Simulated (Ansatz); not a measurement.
Crystal: Mg3Sb2.

```
Sb Mg
1.0
     4.58200    0.00000    0.00000
    -2.29100    3.96813    0.00000
     0.00000    0.00000    7.24400
Sb Mg
2 3
Direct
  0.66667 0.33333 0.76500
  0.33333 0.66667 0.23500
  0.00000 0.00000 0.00000
  0.66667 0.33333 0.37000
  0.33333 0.66667 0.63000
```

Base run:

- Program: Ansatz 0.2.0
- Functional: PBEsol
- Potentials or basis: Ansatz PAW
- Cutoff: 420 eV
- Density cutoff: 1680 eV
- k mesh: 7 × 7 × 4
- Occupations: fermi-dirac, width 0.05 eV
- Spin: no spin polarisation

Its results: band gap on the k mesh 0.36 eV, indirect (least direct gap 1.11 eV); pressure -0.5 GPa; largest force 0.451 eV/Å.

The run is repeated on the same cell with these changes: functional from PBEsol to PBE. What comes out?

Band gap on the k mesh 0.36 eV, indirect (least direct gap 1.17 eV); pressure 0.9 GPa; largest force 0.478 eV/Å.

PBE binds less tightly than PBEsol, so the same cell stands under more pressure.

Caveats: the k mesh misses the band edges, so the gap on the mesh is wider than the one along the path; spin-orbit coupling is left out, which moves the levels of the heavy elements; the PAW data sets come from PBE, with cores solved anew for the run's functional, which leaves a small shift of forces and pressure (some runs).

Not every run made on this cell is shown here.
